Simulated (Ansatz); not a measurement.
**Ni, bcc: how the functional moves the structure**

All rows: Ansatz, plane waves with scalar-relativistic PAW, 420 eV (500 eV for the SCAN forms), relaxed under each functional, no dispersion correction, no zero-point motion. B₀ comes from uniform scaling at fixed shape; a dash is a value not given.

| functional | V (Å³/atom) | cell | B₀ (GPa) | magnetic state | ΔE to fcc (meV/atom) |
| --- | --- | --- | --- | --- | --- |
| PBE | 10.98 | a = 2.801 Å | - | ferromagnetic, net 0.56 μB per atom | 99 |
| m-r²SCAN | 10.52 | a = 2.761 Å | - | ferromagnetic, net 0.53 μB per atom | 100 |
| PBEsol | 10.46 | a = 2.756 Å | - | ferromagnetic, net 0.54 μB per atom | 106 |
| revPBE | 11.22 | a = 2.820 Å | 180 | ferromagnetic, net 0.57 μB per atom | 97 |
| RPBE | 11.31 | a = 2.828 Å | 175 | ferromagnetic, net 0.58 μB per atom | 96 |
| BLYP | 11.55 | a = 2.848 Å | 163 | ferromagnetic, net 0.56 μB per atom | 89 |

PBEsol gives the smallest volume and BLYP the largest.

m-r²SCAN is r²SCAN on the gauge-invariant kinetic-energy density; without spin polarisation the two are equal.
